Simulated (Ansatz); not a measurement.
A one-shot G0W0 calculation of BaO (rocksalt) with the plane-wave code Ansatz, at the level G0W0@HSE06 with 160 empty bands, a screening cutoff of 140 eV and a 4×4×4 mesh. The cell was relaxed beforehand with r2SCAN.

input.yaml:
```yaml
crystal:
  lattice:
    - [0.0, 2.7719426821, 2.7719426821]
    - [2.7719426821, 0.0, 2.7719426821]
    - [2.7719426821, 2.7719426821, 0.0]
  atoms:
    - { symbol: Ba, position: [0.0, 0.0, 0.0] }
    - { symbol: O, position: [0.5, 0.5, 0.5] }
kpoints:
  mp_grid: { grid: [4, 4, 4] }
hamiltonian:
  xc: hse06
scf:
  occupations: { method: fixed }
gw:
  n_empty_bands: 160
  ecut_chi: 140
  qp_bands: [v2, c2]
  qp_kpoints: band_edges
  screening: { model: contour_deformation }
```

Command: `ansatz run input.yaml --threads 2 --pin off --max-ram 3686MiB --backend cpu --events-out ev --progress --plain --runs-dir out`. Wall time 45 s on 2 threads of Arm Neoverse V1 (shared host), load about 0.3 per core; peak host memory 0.66 GiB.

Q: What does the program print?

A: The output, standing remarks left out:
```
Functional definition: HSE06
Crystal: 2 atoms, lattice volume = 42.597 Å³
Basis set: ecut = 420 eV, 869 PW (Γ)
Bands: 12, of which v1, the nominal top of the filled ones, is band 8 counted from 1 (7 counted from 0)
Symmetry: 48 space group operations
Space group: Fm-3m (ITA 225)
k-points: 8 of 64
Exchange kernel: α = 0.2500, screened, ω = 0.2079 Å⁻¹, Wigner–Seitz truncation, v(0) = 1023.8872 eV·Å³, q-mesh 4×4×4
preconditioner: auto → none  [insulator: Δε(μ)=3.510 eV  ℏωp=21.3 eV]
hybrid outer 1: dexx = +5.896e-3 eV, tail = 1.19e-5 eV
hybrid outer 2: dexx = +1.162e-7 eV, tail = 1.09e-7 eV, Δε = 1.11e-3 eV
hybrid SCF converged: 2 outer / 8 inner (+2 warm-up)
Free energy (F): -6524.110929 eV
Fermi energy:    7.607144 eV
--- Per-component energies (eV) ---
  E_band       = -39.356873
  E_kinetic    = 345.932757
  E_local      = -563.532772
  E_nonlocal   = 103.451601
  E_hartree    = 201.921881
  E_xc         = -196.119825
  E_vxc        = -186.170417
  E_exx        = -38.271354
  E_paw        = -5397.702231
  E_vpaw       = -66.340919
  E_ewald      = -979.618461
  E_core_change = -0.174887
--- G₀W₀: contour deformation, 6 samples at zero and on the imaginary axis and 2 off it, 64 q-points, 160 empty bands' worth ---
    ik  band        ε_KS         Σx   Σc(E_QP)       V_xc       Z   E_QP_lin       E_QP  E_QP is
     0     7      7.1194   -24.3883     3.9384   -20.3496  0.7646     7.0190     7.0191  root
     0     8      7.1194   -24.3883     3.9384   -20.3496  0.7646     7.0190     7.0191  root
     0     9     12.5258    -6.2907    -3.6902   -10.3133  0.8521    12.8590    12.8582  root
     0    10     13.7725    -6.0095    -4.0110   -10.5172  0.8441    14.2715    14.2692  root
     3     7      7.1637   -24.3462     3.8623   -20.3670  0.7671     7.0467     7.0469  root
     3     8      7.1637   -24.3462     3.8623   -20.3670  0.7671     7.0467     7.0469  root
     3     9     11.9329    -5.2080    -3.7983    -9.3719  0.8514    12.2995    12.2984  root
     3    10     14.2628    -6.7052    -3.8994   -11.0219  0.8440    14.6818    14.6801  root
     5     7      6.1470   -23.2550     4.0270   -19.0537  0.7563     5.9723     5.9727  root
     5     8      7.1759   -24.1283     3.7341   -20.2462  0.7710     7.0276     7.0278  root
     5     9     13.6775    -6.5222    -3.9128   -10.9205  0.8345    14.1656    14.1630  root
     5    10     14.8016    -7.8615    -3.9265   -12.3332  0.8209    15.3506    15.3467  root
     6     7      7.3695   -24.6989     3.8214   -20.7749  0.7690     7.2668     7.2670  root
     6     8      7.6071   -24.9499     3.6719   -21.1567  0.7746     7.4857     7.4859  root
     6     9     10.9269    -5.0701    -3.6552    -9.0421  0.8548    11.2444    11.2436  root
     6    10     15.1117    -8.1020    -3.9823   -12.7262  0.8408    15.7572    15.7535  root
     7     7      7.3837   -24.4890     3.6899   -20.6620  0.7731     7.2464     7.2467  root
     7     8      7.3837   -24.4890     3.6899   -20.6620  0.7731     7.2464     7.2467  root
     7     9     13.5578    -6.2999    -3.9301   -10.6995  0.8366    14.0300    14.0274  root
     7    10     13.5578    -6.2999    -3.9301   -10.6995  0.8366    14.0300    14.0274  root
```
Iteration counts and the last digits belong to this one run.

The points are ik 0 = (0, 0, 0) (Γ), ik 3 = (0, 1/4, 1/4), ik 5 = (0, 1/4, -1/4), ik 6 = (0, -1/2, -1/2), ik 7 = (1/4, -1/2, -1/4); band 8 is the last filled one.

Over the mesh points the HSE06 gap of 3.32 eV becomes a quasiparticle gap of 3.76 eV (direct at k = (0, -1/2, -1/2)), a change of +0.44 eV. Renormalisation factors Z lie between 0.76 and 0.85. No extrapolation in bands, cutoff or mesh was made for G0W0.

No spin polarisation and no zero-point or thermal motion.

The runs are scalar-relativistic, without spin-orbit coupling.
